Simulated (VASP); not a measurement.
Crystal: BP.

```
CELL_PARAMETERS angstrom
0.00000 2.26900 2.26900
2.26900 0.00000 2.26900
2.26900 2.26900 0.00000
ATOMIC_POSITIONS crystal
P 0.75000 0.75000 0.75000
B 0.00000 0.00000 0.00000
```

Base run:

- Program: VASP 6.6.1
- Functional: PBE
- Potentials or basis: VASP PAW PBE potentials, release 64 (P, B)
- Cutoff: 520 eV
- k mesh: 10 × 10 × 10
- Occupations: fermi-dirac, width 0.05 eV
- Spin: no spin polarisation

Its results: band gap on the k mesh 1.24 eV, indirect (least direct gap 3.40 eV).

**Question.** After a change of settings the same cell gave: band gap on the k mesh 1.54 eV, indirect (least direct gap 3.79 eV). Which change was it?
A. functional from PBE to SCAN
B. functional from PBE to PW91
C. functional from PBE to PBEsol
D. functional from PBE to TPSS

**Answer.** A.

SCAN gives the wider gap, since meta-GGAs in the generalised Kohn-Sham scheme recover part of the derivative discontinuity.

Not every run made on this cell is shown here.
